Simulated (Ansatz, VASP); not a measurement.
## TaN: VASP beside Ansatz

Contents of INCAR:

```
SYSTEM = TaN
PREC = Accurate ; ENCUT = 520
EDIFF = 1E-7 ; ISMEAR = -1
SIGMA = 0.02 ; LREAL = .False.
LASPH = .True. ; NELM = 80
ALGO = Normal ; ISIF = 2
LWAVE = .False. ; LCHARG = .False.
GGA = PS ; NBANDS = 15
```

The input KPOINTS:

```
Automatic mesh
0
Gamma
  9 9 9
  0 0 0
```

POSCAR

```
TaN
1.0
    0.0000000000      2.1495504440      2.1495504440
    2.1495504440      0.0000000000      2.1495504440
    2.1495504440      2.1495504440      0.0000000000
Ta N
1 1
Direct
    0.5000000000      0.5000000000      0.5000000000
    0.0000000000      0.0000000000      0.0000000000
```

Input for Ansatz:

```yaml
crystal:
  lattice:
    - [0.0, 2.149550444, 2.149550444]
    - [2.149550444, 0.0, 2.149550444]
    - [2.149550444, 2.149550444, 0.0]
  atoms:
    - { symbol: Ta, position: [0.5, 0.5, 0.5] }
    - { symbol: "N", position: [0.0, 0.0, 0.0] }
kpoints:
  mp_grid: { grid: [9, 9, 9] }
  band_path:
    path:
      - [0.0, 0.0, 0.0]
      - [0.5, 0.0, 0.5]
      - [0.625, 0.25, 0.625]
      - [0.375, 0.375, 0.75]
      - [0.0, 0.0, 0.0]
      - [0.5, 0.5, 0.5]
      - [0.5, 0.25, 0.75]
      - [0.5, 0.0, 0.5]
    npoints: 5
scf:
  occupations: { method: fermi_dirac, width: 0.02 }
hamiltonian:
  xc: pbesol
  pseudopotentials: { kind: all_electron, lapw: { basis_error: 0.0005 } }
output:
  forces: true
  stress: true
  eigenvalues: true
```

Change from the starting cell: volume scaled by 0.96.

Alike in both runs: task single point; functional PBEsol; k mesh 9 × 9 × 9; occupations fermi-dirac, width 0.02 eV; no spin polarisation.

```csv
,VASP,Ansatz
version,VASP 6.6.1,Ansatz 0.2.0
potentials or method,"VASP PAW PBE potentials, release 64 (Ta_pv, N)","all-electron LAPW, scalar-relativistic"
plane-wave cutoff (eV),520,see its input
```

|  | VASP | Ansatz | Ansatz less VASP |
| --- | --- | --- | --- |
| pressure (GPa) | 22.5 | 20.9 | -1.53 |

Ansatz ran all-electron here, so the differences hold the error of VASP's frozen core and of both bases.

Caveats: so large a pressure means that the cell lies far from this level's equilibrium, or that cutoff or potentials fall short (VASP); the potentials were made for another functional, which shifts forces and pressure (VASP). Spin-orbit coupling is left out, which matters for the levels of Ta.
